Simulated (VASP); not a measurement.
Input of a VASP 6.6.1 run:

Contents of POSCAR:

```
N
1.0
   -1.3704830000      1.3704830000      1.1306050000
    1.3704830000     -1.3704830000      1.1306050000
    1.3704830000      1.3704830000     -1.1306050000
N
1
Direct
    0.0000000000      0.0000000000      0.0000000000
```

The input INCAR.step1:

```
  PREC = Accurate
  ENCUT = 520
  ISMEAR = -5
  SIGMA = 0.1
  LREAL = F
  LASPH = T
  NELM = 80
  NBANDS = 8
  GGA = PE
  ALGO = Normal
  EDIFF = 1E-4
  LWAVE = T
  LCHARG = F
```

The input INCAR.step2:

```
  PREC = Accurate
  ENCUT = 520
  EDIFF = 1E-6
  ISMEAR = -1
  SIGMA = 0.1
  LREAL = F
  LASPH = T
  NELM = 80
  ALGO = Normal
  ISIF = 2
  LWAVE = F
  LCHARG = F
  METAGGA = R2SCAN
  LMIXTAU = T
  LORBIT = 11
  NBANDS = 8
  ISTART = 1
```

File KPOINTS:

```
Automatic mesh
0
Gamma
  18 18 18
```

Potentials or basis: VASP PAW PBE potentials, release 64 (N).

Launch:

```sh
$ cat potpaw_PBE.64/N/POTCAR > POTCAR
$ cp INCAR.step1 INCAR
$ mpirun -np 1 vasp_std > vasp.out
$ cp INCAR.step2 INCAR
$ mpirun -np 1 vasp_std > vasp.out
```

Q: Estimate the pressure.

A: -21.6 GPa.

Q: What does it give for the band gap on the k mesh?

A: None (metal or under the smearing width).

Stress tensor (GPa, compression positive):
```
-20.51   0.00   0.00
  0.00 -20.51   0.00
  0.00   0.00 -23.80
```

Caveat: so large a pressure means that the cell lies far from this level's equilibrium, or that cutoff or potentials fall short; the potentials were made for another functional, which shifts forces and pressure.
